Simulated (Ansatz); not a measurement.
Is this Si₂W structure stable?

It was relaxed at this level from a cell as deposited in COD.

Theory: Ansatz, DFT PBE, scalar-relativistic, plane waves, PAW. Settings of the last relaxation (3-atom cell): 420 eV, 20×20×20 k points, Gaussian smearing of 0.10 eV, no spin polarisation.

```
CELL_PARAMETERS angstrom
-1.61452 1.61452 3.93343
1.61452 -1.61452 3.93343
1.61452 1.61452 -3.93343
ATOMIC_POSITIONS crystal
Si 0.33453 0.33453 0.00000
Si 0.66547 0.66547 0.00000
W 0.00000 0.00000 0.00000
```

Energies over the elements count from the elements' standard structures at the same level, with no fitted energy shifts.

Task: These tests were run: energy against the elements; random kick, then relaxation without symmetry; phonons at Γ; elastic tensor. What do they show?

Result:

```tsv
test	result
energy against the elements	−0.34 eV/atom
random kick, then relaxation without symmetry	returns
phonons at Γ	lowest optical mode 253 cm⁻¹
elastic tensor	least eigenvalue 194 GPa
```

It fails none of these tests. Competing phases weren't compared here. Phonons away from Γ weren't computed.

Spin–orbit coupling, which can matter for W, is left out. The kick test ran on a coarse mesh. The run for the phonons used a 20×20×20 k mesh and Fermi–Dirac smearing of 0.15 eV. The run for the elastic tensor used a 20×20×20 k mesh and Fermi–Dirac smearing of 0.15 eV.
